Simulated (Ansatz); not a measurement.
Runs of Ansatz 0.2.0 on SnSe. The cell holds a slab with vacuum, 4 atoms: a = 4.285 Å, b = 4.285 Å, c = 10.991 Å, α = 90.00°, β = 90.00°, γ = 90.00°. 

```tsv
task	level	cell	points for each segment of the path	gap on the mesh (eV)	relaxed volume (Å³/atom)	largest force (eV/Å)
relaxation of cell and atoms	HSE06	relaxed	-	2.19	50.31	-
band structure	PBE0	as given	4	-	-	0.11
relaxation of cell and atoms	PBE0	relaxed	-	(a)	(b)	0.01
band structure	HSE06	as given	4	-	-	0.10
```

Alike in all rows: potentials or basis Ansatz PAW; no spin polarisation; k mesh 4 × 4 × 2; cutoff (eV) 420; smearing fermi-dirac 0.05 eV.

Problem. Fill in the values left out.

Solution. (a) 2.84; (b) 50.35.

Caveats: spin-orbit coupling is left out, which moves the levels of the heavy elements; the PAW data sets come from PBE, with cores solved anew for the run's functional, which leaves a small shift of forces and pressure; the plane-wave basis is chosen anew once the cell has moved, so the energies of steps on either side of that aren't comparable (some runs); the thresholds are loose for stress (some runs).

A k mesh can miss the band edges, and the runs leave out spin-orbit coupling on Se, Sn.
